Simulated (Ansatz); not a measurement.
**Boltzmann transport of CuO at constant τ**

Level of theory: DFT PBE, scalar-relativistic, plane waves, PAW in Ansatz. Cutoff 420 eV, 14×14×8 k-points (Γ-centred), Fermi-Dirac smearing of 0.15 eV. No spin polarisation.

Relaxed structure:
```xyz
4
Lattice="2.0778 -2.0830 0.1660 2.0778 2.0830 0.1660 -0.4107 0.0000 5.1426" Properties=species:S:1:pos:R:3 pbc="T T T"
Cu    1.0143    1.0415    0.0906
Cu    0.8089   -1.0415    2.6619
O     1.9505    0.0000    1.4592
O     1.7451    0.0000    4.0305
```

In a metal these results depend on the k mesh and the smearing. Spin polarisation was left out, and a magnetic state may lie lower. A semilocal functional can close a gap that the real compound has.

Constant relaxation time and rigid bands. The levels are interpolated over the whole zone and filled by a Fermi function at the stated temperature, with the chemical potential set by the electron count. Seebeck coefficients of a few μV/K are small differences and uncertain even in sign.

Task: Give the Drude plasma energies, the density of states at the chemical potential and σ/τ at 300 K.

Result:
```json
{"Plasma energy xx, yy, zz": "3.01, 2.99, 4.47 eV", "Density of states (thermally broadened)": "2.19 states/eV/cell", "Conductivity over τ, xx, yy, zz": "1.8, 1.8, 4.1 ×10²⁰ (Ω·m·s)⁻¹"}
```

Task: And the Seebeck coefficient (μV/K)?

Result:
```json
{"T (K)": "300", "Sxx": "4.1", "Syy": "4.1", "Szz": "-0.2"}
{"T (K)": "600", "Sxx": "9.9", "Syy": "9.9", "Szz": "-1.8"}
{"T (K)": "900", "Sxx": "16.2", "Syy": "16.2", "Szz": "-4.2"}
```

This form isn't the usual stable structure of the compound.

Cost: 1 run of about 7.6 core-minutes, on Arm Neoverse V1 (shared hosts).